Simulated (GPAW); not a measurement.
CdSe (Cadmoselite): band structure with AM05

**Experimental background.**

A printed reference work, data compilation reports, for a bulk crystal of CdSe at 2 K: band gap 1.841 eV.

CdSe (Cadmoselite):

```xyz
4
Lattice="4.3000 0.0000 0.0000 -2.1500 3.7239 0.0000 0.0000 0.0000 7.0200" Properties=species:S:1:pos:R:3 pbc="T T T"
Cd    2.1500    1.2413    3.5100
Cd    0.0000    2.4826    0.0000
Se    2.1500    1.2413    6.2127
Se    0.0000    2.4826    2.7027
```

```
Program                   : GPAW 26.7.0
Task                      : band structure
Functional                : AM05
Potentials or basis       : PAW data sets generated in the run's folder for this functional
Cutoff                    : 600 eV
Basis                     : pw
k mesh                    : 5 × 5 × 3
Occupations               : fermi-dirac, width 0.05 eV
Spin                      : spin-orbit coupling, no magnetisation
Maxiter                   : 150
Band path                 : GMKGALHA,LM,KH
Band points               : 60
spin axis theta (degrees) : 90
spin axis phi (degrees)   : 0
Soc after scf             : second variation
```

```
Pressure                : 0.5 GPa
Largest force           : 0.263 eV/Å
Band gap on the k mesh  : 0.55 eV, direct
Band gap along the path : 0.55 eV, direct
```

Forces on the atoms (eV/Å):
```
Cd   0.000  0.000  0.262
Cd   0.000  0.000  0.263
Se   0.000  0.000 -0.263
Se   0.000  0.000 -0.263
```

Stress tensor (GPa, compression positive):
```
 1.11  0.00  0.00
 0.00  1.11  0.00
 0.00  0.00 -0.69
```

Levels at the corners of the path, in eV from the valence-band top:
| point | band 32 | band 33 | band 34 | band 35 | band 36 | band 37 | band 38 | band 39 | band 40 | band 41 |
| --- | --- | --- | --- | --- | --- | --- | --- | --- | --- | --- |
| Γ | -0.38 | 0.00 | 0.00 | 0.00 | 0.00 | 0.55 | 0.55 | 1.95 | 1.95 | 5.46 |
| M | -2.01 | -1.40 | -1.40 | -0.95 | -0.95 | 3.05 | 3.05 | 3.18 | 3.18 | 4.69 |
| K | -2.02 | -1.97 | -1.93 | -1.82 | -1.82 | 4.29 | 4.29 | 4.46 | 4.65 | 4.70 |
| Γ | -0.38 | 0.00 | 0.00 | 0.00 | 0.00 | 0.55 | 0.55 | 1.95 | 1.95 | 5.46 |
| A | -0.63 | -0.38 | -0.38 | -0.38 | -0.38 | 2.17 | 2.17 | 2.17 | 2.17 | 5.65 |
| L | -1.58 | -1.38 | -1.38 | -1.38 | -1.38 | 2.85 | 2.85 | 2.85 | 2.85 | 4.64 |
| H | -2.59 | -1.23 | -1.23 | -1.17 | -1.17 | 3.60 | 3.60 | 3.67 | 3.67 | 5.76 |
| A | -0.63 | -0.38 | -0.38 | -0.38 | -0.38 | 2.17 | 2.17 | 2.17 | 2.17 | 5.65 |
| L | -1.58 | -1.38 | -1.38 | -1.38 | -1.38 | 2.85 | 2.85 | 2.85 | 2.85 | 4.64 |
| M | -2.01 | -1.40 | -1.40 | -0.95 | -0.95 | 3.05 | 3.05 | 3.18 | 3.18 | 4.69 |
| K | -2.02 | -1.97 | -1.93 | -1.82 | -1.82 | 4.29 | 4.29 | 4.46 | 4.65 | 4.70 |
| H | -2.59 | -1.23 | -1.23 | -1.17 | -1.17 | 3.60 | 3.60 | 3.67 | 3.67 | 5.76 |

Run time: 73 s on 1 thread of AMD EPYC 9R14 (Zen 4) (shared host), peak memory 0.51 GiB.

Against the measured gap of CdSe, 1.841 eV (2 K; a printed reference work, data compilation), the calculated 0.55 eV is off by -1.29 eV. So large a miss can be the level of theory's own, or it may mean another phase, state or a wrong row. The value is that of AM05, without temperature or zero-point motion. Semilocal functionals fall short of measured gaps as a rule.

Caveat: spin-orbit coupling was added after a scalar SCF, so levels and gaps hold it while energy, forces, pressure and moments don't; this program's spin-orbit splittings come out too wide for heavy elements.
